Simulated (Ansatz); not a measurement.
# ZnF2: the band gap up the ladder of functionals

An exercise on one series of results from a longer session: the logs are not shown, and one member is left open.

Code: Ansatz 0.2.0. PAW datasets, plane waves. No spin polarisation and no zero-point or thermal motion.

## The system as given

The cell was relaxed beforehand with r2SCAN.

The symmetry is P4_2/mnm (No. 136, tetragonal); conventional cell a = 4.703 Å, c = 3.127 Å, 11.53 Å³ an atom. Around Zn lie 6 F at 2.02–2.04 Å; around F lie 3 Zn at 2.02–2.04 Å.

Coordinates:

```
Zn F
1.0
     4.70337    0.00000    0.00000
     0.00000    4.70337    0.00000
     0.00000    0.00000    3.12679
Zn F
2 4
Direct
  0.00000 0.00000 0.00000
  0.50000 0.50000 0.50000
  0.30319 0.30319 0.00000
  0.19681 0.80319 0.50000
  0.80319 0.19681 0.50000
  0.69681 0.69681 0.00000
```

The first run:

input.yaml

```yaml
crystal:
  lattice:
    - [4.7033667425, 0.0, 0.0]
    - [0.0, 4.7033667425, 0.0]
    - [0.0, 0.0, 3.1267876133]
  atoms:
    - { symbol: Zn, position: [0.0, 0.0, 0.0] }
    - { symbol: Zn, position: [0.5, 0.5, 0.5] }
    - { symbol: F, position: [0.3031909069, 0.3031909069, 0.0] }
    - { symbol: F, position: [0.1968090931, 0.8031909069, 0.5] }
    - { symbol: F, position: [0.8031909069, 0.1968090931, 0.5] }
    - { symbol: F, position: [0.6968090931, 0.6968090931, 0.0] }
kpoints:
  mp_grid: { grid: [6, 6, 8] }
  band_path:
    path:
      - [[0.0, 0.0, 0.0], [-4.398473639778e-53, 0.5, 0.0], [0.5, 0.5, 0.0], [0.0, 0.0, 0.0], [0.0, 0.0, 0.5], [-4.398473639778e-53, 0.5, 0.5], [0.5, 0.5, 0.5], [0.0, 0.0, 0.5]]
      - [[-4.398473639778e-53, 0.5, 0.0], [-4.398473639778e-53, 0.5, 0.5]]
      - [[0.5, 0.5, 0.0], [0.5, 0.5, 0.5]]
    npoints: 10
hamiltonian:
  xc: pbe
scf:
  occupations: { method: fermi_dirac, width: 0.02 }
  n_extra_bands: 5
output:
  forces: true
  stress: true
  eigenvalues: true
```

Run with:

```bash
$ ansatz run input.yaml --threads 2 --pin off --max-ram 20275MiB --backend cpu --events-out ev --progress --plain --runs-dir out
```

Steps of the session up to this table: PBE bands along the symmetry lines; r2SCAN at the same geometry; HSE06 at the same geometry; Single point with PBE0.

One table of the session follows, with a row left open; its other results are not shown here.

| level | gap (eV) |
| --- | --- |
| PBE | 3.58 |
| r2SCAN | 4.28 |
| HSE06 | 6.16 |
| PBE0 | ? |

Q: Estimate the row for PBE0 from the others.

As computed: gap (eV): 6.90. In the column «gap (eV)» it is the highest.

Meshes: PBE 6×6×8, r2SCAN 6×6×8, HSE06 4×4×6, PBE0 4×4×6

Against HSE06, PBE is short by 2.58 eV, at 58 % of it, and r2SCAN 69 %. PBE0 lies 0.75 eV above HSE06, which differs from it by screening the long-range exchange. The levels disagree on whether the gap is direct.

Caveats from the session: Warnings in the runs' records: stress scf threshold loose, stress exchange threshold loose.
